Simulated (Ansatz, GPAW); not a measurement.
# A Pd chain with a Sn atom on top of one atom: relaxation, then transmission at several levels, part 4 of 4

Wanted: T(E) of a Pd chain with a Sn atom on top of one atom at a relaxed geometry in two programs, beside the unrelaxed structure.

GPAW 26.7.0 and Ansatz 0.2.0; Ansatz plane waves; relaxation of the junction with the lead ends held (the session's first sound run).

So far, transmission at the Fermi level (one spin): step 3 (plane waves, PBE) 1.95; step 5 (GPAW, szp: basis = "szp(dzp)", PBE, GPAW) 1.77; step 6 (GPAW, sz: basis = "sz(dzp)", PBE, GPAW) 1.79; step 7 (revPBE in the dzp basis: xc = "revPBE") 1.94; step 8 (the structure as built: geometry = "as built", PBE, GPAW) 3.36.

## (10) Comparison

The curves are compared point by point over the common energies.

This step: comparison of transmission and cost over codes, levels and geometry (GPAW 26.7.0).

Ladder, by row:

```csv
step,code,T at the Fermi level (sum over the listed spins),conductance (G0),r.m.s. T(E) from the first,wall time (s),peak memory (GiB),threads
pw-pbe,Ansatz,1.949,1.914,0,184.6,5.662,4
dzp,GPAW,1.947,1.894,0.2782,636.2,1.77,1
szp,GPAW,1.772,1.452,0.4418,400.7,1.67,1
sz,GPAW,1.79,1.565,0.3668,292.7,1.59,1
dzp-revPBE,GPAW,1.94,1.88,0.232,668.9,1.77,1
asbuilt,GPAW,3.357,3.273,1.108,479.3,1.78,1
```

Transmission, zone mean, sum over the listed spins against energy, zero at the Fermi level:

```csv
energy (eV),pw-pbe,dzp,szp,sz,dzp-revPBE,asbuilt
-2.000,1.26,1.24,1.13,1.03,1.25,2.27
-1.900,1.04,1.15,0.959,0.923,1.13,2.36
-1.800,0.928,1.01,0.988,0.968,1.00,2.38
-1.700,0.923,1.01,1.05,1.03,1.01,2.41
-1.600,0.916,1.03,1.07,1.04,1.03,2.44
-1.500,0.842,1.01,0.936,0.927,1.01,2.48
-1.400,0.795,0.875,0.986,0.872,0.850,2.53
-1.300,1.12,0.766,0.943,0.824,0.794,2.57
-1.250,1.17,0.875,0.952,0.782,0.913,2.59
-1.200,0.979,0.915,1.42,1.23,0.903,2.61
-1.100,2.14,0.943,2.08,2.04,1.19,2.61
-1.075,2.21,1.34,2.07,2.05,1.72,2.60
-1.000,2.10,2.12,2.01,2.00,2.11,2.63
-0.900,2.04,2.01,1.96,1.92,1.99,2.55
-0.800,2.03,1.93,2.00,1.94,1.92,2.99
-0.700,1.96,1.91,1.94,1.91,1.92,3.61
-0.600,1.96,1.86,0.574,2.01,1.82,3.45
-0.550,1.15,1.78,1.95,1.29,1.82,3.17
-0.525,1.23,1.85,1.88,1.95,1.95,3.11
-0.500,1.62,1.97,1.43,1.69,1.26,2.93
-0.475,2.06,0.178,1.08,1.23,1.00,2.86
-0.400,1.53,1.74,0.506,0.543,1.49,3.50
-0.300,1.68,1.64,0.230,0.505,1.48,3.50
-0.200,1.94,1.92,1.08,1.27,1.83,3.51
-0.100,2.03,2.04,1.73,1.76,2.01,3.50
0.000,1.95,1.95,1.77,1.79,1.94,3.36
0.100,1.55,1.40,0.355,0.310,1.28,2.51
0.200,0.655,0.670,0.571,0.574,0.679,0.662
0.300,0.801,0.780,0.647,0.651,0.776,0.661
0.400,0.844,0.817,0.691,0.692,0.809,0.629
0.500,0.861,0.831,0.718,0.714,0.823,0.589
0.600,0.865,0.834,0.732,0.724,0.825,0.544
0.700,0.862,0.830,0.736,0.724,0.820,0.495
0.800,0.853,0.820,0.732,0.716,0.810,0.441
0.900,0.840,0.805,0.723,0.704,0.795,0.384
1.000,0.824,0.787,0.709,0.687,0.777,0.324
1.100,0.805,0.766,0.692,0.668,0.756,0.263
1.200,0.783,0.622,0.683,0.659,0.634,0.203
1.300,0.771,0.726,0.657,0.628,0.716,0.148
1.400,0.743,0.701,0.635,0.605,0.693,0.103
1.500,0.718,0.676,0.613,0.582,0.667,0.0709
1.600,0.691,0.650,0.590,0.559,0.642,0.0529
1.700,0.663,0.623,0.567,0.536,0.615,0.0524
1.800,0.633,0.594,0.543,0.513,0.587,0.0829
1.900,0.599,0.563,0.518,0.490,0.558,0.197
2.000,0.563,0.530,0.491,0.468,0.526,0.491
```

## (11) Mixing 0.15

Mixing changes the road to self-consistency, not its end. The mixing history changes the road to self-consistency, not its end.

This step: GPAW LCAO, PAW setups; Landauer transmission from Green's functions with principal layers (ASE), zero bias (GPAW 26.7.0).

run.py reads:

```python
import json
import numpy as np
from ase import Atoms
from ase.transport.calculators import TransportCalculator
from gpaw import GPAW, FermiDirac
from gpaw.lcao.tools import get_lcao_hamiltonian
from scipy.linalg import eigh

# The junction with lead layers at both ends, along the third cell vector
device = Atoms(
    ['Pd', 'Pd', 'Pd', 'Pd', 'Pd', 'Pd', 'Pd', 'Pd', 'Pd', 'Sn', 'Pd', 'Pd', 'Pd', 'Pd', 'Pd', 'Pd', 'Pd', 'Pd'],
    positions=[
        [4.50000, 4.50000, 1.25000],
        [4.50000, 4.50000, 3.75000],
        [4.50000, 4.50000, 6.25000],
        [4.50000, 4.50000, 8.75000],
        [4.50000, 4.50000, 11.25000],
        [4.50000, 4.50000, 13.75000],
        [4.42094, 4.47976, 16.32406],
        [4.46803, 4.56594, 18.95211],
        [3.22819, 5.16377, 21.24828],
        [5.40583, 3.84183, 21.24608],
        [4.44703, 4.52332, 23.54471],
        [4.45217, 4.55049, 26.17518],
        [4.50000, 4.50000, 28.75000],
        [4.50000, 4.50000, 31.25000],
        [4.50000, 4.50000, 33.75000],
        [4.50000, 4.50000, 36.25000],
        [4.50000, 4.50000, 38.75000],
        [4.50000, 4.50000, 41.25000]],
    cell=[[9.0, 0.0, 0.0], [0.0, 9.0, 0.0], [0.0, 0.0, 42.5]],
    pbc=True)

# One principal layer of the lead: the first 5 atoms of the device
lead = Atoms(
    ['Pd', 'Pd', 'Pd', 'Pd', 'Pd'],
    positions=[
        [4.50000, 4.50000, 1.25000],
        [4.50000, 4.50000, 3.75000],
        [4.50000, 4.50000, 6.25000],
        [4.50000, 4.50000, 8.75000],
        [4.50000, 4.50000, 11.25000]],
    cell=[[9.0, 0.0, 0.0], [0.0, 9.0, 0.0], [0.0, 0.0, 12.5]],
    pbc=True)

settings = dict(mode='lcao', basis='dzp', xc='PBE', h=0.2,
                occupations=FermiDirac(0.1), maxiter=250,
                mixer=dict(beta=0.15, nmaxold=5, weight=100.0),
                convergence=dict(density=0.0001))
energies = np.arange(-2, 2 + 1e-9, 0.025)
eta = 0.0001
n1, n2 = 1, 1
# k and -k transmit alike, so half of the mesh across the current serves
mesh = [(i, j) for i in range(n1) for j in range(n2) if (i, j) <= (-i % n1, -j % n2)]
weights = np.array([1 if (i, j) == (-i % n1, -j % n2) else 2 for i, j in mesh]) / (n1 * n2)

# [... helper functions left out ...]
fermi_lead = ground_state(lead, (1, 1, 9), 'lead.txt')
fermi_device = ground_state(device, (1, 1, 2), 'device.txt')
# [... loop over the mesh left out, but for ...]
        # Shift the lead onto the potential of the device's first layer
        shift = ((H[:, 0, 0] - H0[:, 0, 0]) / S0[0, 0]).real.mean()
# [...]
kT = 8.617333e-5 * 300
bias = [0.1, 0.2, 0.5, 1.0, 1.5, 2.0]
# [... integrals and printing left out ...]
```

On the command line:

```sh
> OMP_NUM_THREADS=1 OPENBLAS_NUM_THREADS=1 python run.py
```

Output:

```text
basis functions: device 482, principal layer 135
Fermi level: lead -4.0207 eV, device -3.8405 eV; lead shifted by -0.0009 eV
largest coupling past the next layer 1.07e-04 eV, largest misfit of the first layer 0.028 eV
  E-E_F (eV)   T (one spin)  channels
    -2.000    1.2342e+00    3.0000
    -1.975    1.2821e+00    3.0000
    -1.950    1.2678e+00    3.0000
    -1.925    1.2205e+00    3.0000
    -1.900    1.1216e+00    3.0000
    -1.875    1.0922e+00    3.0000
    -1.850    1.0538e+00    3.0000
    -1.825    1.0269e+00    3.0000
    -1.800    1.0105e+00    3.0000
    -1.775    1.0022e+00    3.0000
    -1.750    9.9986e-01    3.0000
    -1.725    1.0017e+00    3.0000
    -1.700    1.0061e+00    3.0000
    -1.675    1.0120e+00    3.0000
    -1.650    1.0184e+00    3.0000
    -1.625    1.0245e+00    3.0000
[...]
1.825    5.8702e-01    1.0000
     1.850    5.7935e-01    1.0000
     1.875    5.7155e-01    1.0000
     1.900    5.6359e-01    1.0000
     1.925    5.5548e-01    1.0000
     1.950    5.4721e-01    1.0000
     1.975    5.3878e-01    1.0000
     2.000    5.3018e-01    1.0000
conductance at 300 K: 1.8955 G0 a cell; thermopower 12.72 uV/K
current from the zero-bias T(E) at 0.1 V: 14.504 uA
current from the zero-bias T(E) at 0.2 V: 27.789 uA
current from the zero-bias T(E) at 0.5 V: 58.995 uA
current from the zero-bias T(E) at 1.0 V: 104.88 uA
current from the zero-bias T(E) at 1.5 V: 156.1 uA
current from the zero-bias T(E) at 2.0 V: 210.13 uA
```

Run time: 13 min. Hardware: 1 thread of Intel Xeon Platinum 8375C at 2.90GHz (Ice Lake), shared host; peak memory 1.7 GiB.

This step gave:

- conductance: 1.895 G₀
- largest misfit of the first principal layer: 0.02807 eV
- shift that aligns the lead: -9.34e-4 eV
- transmission at the Fermi level (one spin): 1.946

One spin. Transmission, zone mean against energy, zero at the Fermi level:

```csv
energy (eV),"transmission, zone mean"
-2.000,1.23
-1.900,1.12
-1.800,1.01
-1.700,1.01
-1.600,1.03
-1.500,1.01
-1.400,0.876
-1.300,0.765
-1.200,0.917
-1.100,0.942
-1.000,2.12
-0.900,2.01
-0.800,1.93
-0.700,1.91
-0.600,1.85
-0.500,1.96
-0.425,2.03
-0.400,1.75
-0.300,1.68
-0.200,1.91
-0.100,2.04
0.000,1.95
0.100,1.40
0.200,0.669
0.300,0.781
0.400,0.817
0.500,0.831
0.600,0.834
0.700,0.830
0.800,0.820
0.900,0.805
1.000,0.787
1.100,0.766
1.200,0.670
1.300,0.726
1.400,0.702
1.500,0.677
1.600,0.651
1.700,0.623
1.800,0.595
1.900,0.564
2.000,0.530
```

Crossings of the lead's bands, unfolded to its shortest repeat. Open channels, zone mean against energy, zero at the Fermi level:

```csv
energy (eV),"open channels, zone mean"
-2.000,3
-1.900,3
-1.800,3
-1.700,3
-1.600,3
-1.500,3
-1.400,3
-1.300,3
-1.200,3
-1.100,3
-1.000,5
-0.900,5
-0.800,5
-0.700,5
-0.600,5
-0.500,5
-0.400,4
-0.300,4
-0.200,4
-0.100,4
0.000,4
0.100,4
0.200,1
0.300,1
0.400,1
0.500,1
0.600,1
0.700,1
0.800,1
0.900,1
1.000,1
1.100,1
1.200,1
1.300,1
1.400,1
1.500,1
1.600,1
1.700,1
1.800,1
1.900,1
2.000,1
```

Not self-consistent under bias; the bias window is split evenly. Current through one cell, from the zero-bias transmission against bias:

| bias (V) | current through one cell, from the zero-bias transmission (μA) |
| --- | --- |
| 0.100 | 14.5 |
| 0.200 | 27.8 |
| 0.500 | 59.0 |
| 1.000 | 105 |
| 1.500 | 156 |
| 2.000 | 210 |

Transmission of the three most open eigenchannels against energy, zero at the Fermi level:

```csv
energy (eV),channel 1,channel 2,channel 3
-2.000,0.977,0.237,0.0196
-1.900,0.735,0.369,0.0177
-1.800,0.586,0.407,0.0182
-1.700,0.656,0.331,0.0187
-1.600,0.720,0.290,0.0184
-1.500,0.756,0.242,0.0164
-1.400,0.761,0.103,0.0113
-1.300,0.725,0.0371,0.00317
-1.200,0.605,0.309,0.00245
-1.100,0.922,0.0170,0.00296
-1.000,0.987,0.956,0.178
-0.900,0.974,0.958,0.0735
-0.800,0.955,0.909,0.0486
-0.700,0.973,0.849,0.0425
-0.600,0.972,0.804,0.0419
-0.500,0.986,0.941,0.0200
-0.400,0.961,0.615,0.111
-0.300,0.651,0.579,0.443
-0.200,0.836,0.757,0.320
-0.100,0.927,0.907,0.205
0.000,0.928,0.903,0.115
0.100,0.785,0.595,0.0221
0.200,0.669,4.0e-6,1.7e-10
0.300,0.781,4.0e-6,0
0.400,0.817,4.1e-6,0
0.500,0.831,4.2e-6,0
0.600,0.834,4.2e-6,0
0.700,0.830,4.3e-6,0
0.800,0.820,4.3e-6,0
0.900,0.805,4.4e-6,0
1.000,0.787,4.5e-6,0
1.100,0.766,4.5e-6,0
1.200,0.670,4.5e-6,0
1.300,0.726,4.6e-6,0
1.400,0.702,4.7e-6,0
1.500,0.677,4.8e-6,0
1.600,0.651,4.8e-6,0
1.700,0.623,4.9e-6,0
1.800,0.595,5.0e-6,0
1.900,0.564,5.0e-6,0
2.000,0.530,5.1e-6,0
```

The conductance equals that of the dzp run to 0.2 %.

## (12) What came out

| Quantity | Value |
| --- | --- |
| conductance | 1.89 G₀ |
| transmission at the Fermi level, mean of the spins | 1.95 |

**Reading.** In the dzp basis the junction conducts 1.89 G₀ at 300 K, with T = 1.95 a spin at the Fermi level; no smaller basis tried comes within 10 % of that conductance. Relaxation moved atoms by up to 1.7 Å and took the conductance from 3.27 to 1.89 G₀, as a ratio a larger change than the step from dzp to the minimal basis. Plane waves (PBE) give T = 1.95 there. At the Fermi level the three most open eigenchannels pass 0.93, 0.90 and 0.11. Measured against the first run (pw-pbe), the nearest curve is that of dzp-revPBE (r.m.s. 0.23) and the farthest that of asbuilt (1.1). Over the compared runs wall time goes from 185 s (pw-pbe) to 669 s (dzp-revPBE), on a shared host; the plane-wave run used 4 threads and the orbital runs 1. Moves of this size go well beyond a change of bond lengths: the free chain atoms or the scatterer took up a new arrangement, and the name in the title describes the start. The leads kept an estimated spacing and the cell its length, so the junction may be under some tension or compression. The run had no spin polarisation, so a magnetic state, which chains and small molecules with open shells often have, wasn't tested. Spin-orbit coupling is left out, which matters for the heavy atoms here. An evenly spaced straight chain is an idealisation: free chains tend to dimerise, zigzag or, where a band edge lies near the Fermi level, turn magnetic. The currents use the zero-bias T(E) throughout, which holds only while the bias is small against the distance to the nearest feature. The thermopower isn't quoted: it samples T(E) farther from the Fermi level than the conductance does, and the energy grid wasn't tested for it.

[Logs are printed without paths, hosts, clocks, repeated set-up lines and the standing remarks that a program may print on its own settings, such as how far it seeks lower states.]

[Hosts, paths, dates, database ids (printed as entryN), source tags and the programs' standing remarks are cut or masked in the printed files.]
